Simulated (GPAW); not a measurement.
The system is Hf.

```xyz
2
Lattice="3.1967 0.0000 0.0000 -1.5983 2.7684 0.0000 0.0000 0.0000 5.0578" Properties=species:S:1:pos:R:3 pbc="T T T"
Hf    1.5984    0.9228    3.7934
Hf    0.0000    1.8456    1.2645
```

```yaml
Program: GPAW 26.7.0
Task: relaxation of cell and atoms
Functional: PBE
Dispersion: D3(BJ)
Potentials_or_basis: GPAW PAW data sets (gpaw-data 1.2.1)
Cutoff: 600 eV
Basis: pw
k_mesh: 10 × 10 × 5
Occupations: fermi-dirac, width 0.05 eV
Spin: no spin polarisation
```

At the start: pressure -2.4 GPa; volume 22.38 Å³/atom.

Problem. Where does the relaxation end?

Solution. Over 9 steps the energy falls by 4.1 meV/atom and the volume is 21.87 Å³/atom (-2.3 %); space group P6_3/mmc (No. 194, to 0.05 Å).

Step by step:
```
step  energy change (eV)  largest force (eV/Å)  pressure (GPa)  volume (Å³)
   1              0.0000                0.0000           -2.44        44.76
   2             -0.0032                0.0000           -1.90        44.53
   3             -0.0070                0.0000           -0.91        44.13
   4             -0.0081                0.0000            0.32        43.65
   5             -0.0081                0.0000            0.30        43.66
   6             -0.0082                0.0000            0.27        43.67
   7             -0.0082                0.0000            0.22        43.69
   8             -0.0082                0.0000            0.15        43.72
   9             -0.0082                0.0000            0.08        43.74
```

Final structure:
```xyz
2
Lattice="3.1743 0.0000 0.0000 -1.5872 2.7491 0.0000 0.0000 0.0000 5.0128" Properties=species:S:1:pos:R:3 pbc="T T T"
Hf    1.5872    0.9164    3.7596
Hf    0.0000    1.8327    1.2532
```

Caveat: later steps reuse the first step's grids; pairwise dispersion overbinds metals, which lowers pressure and volume.
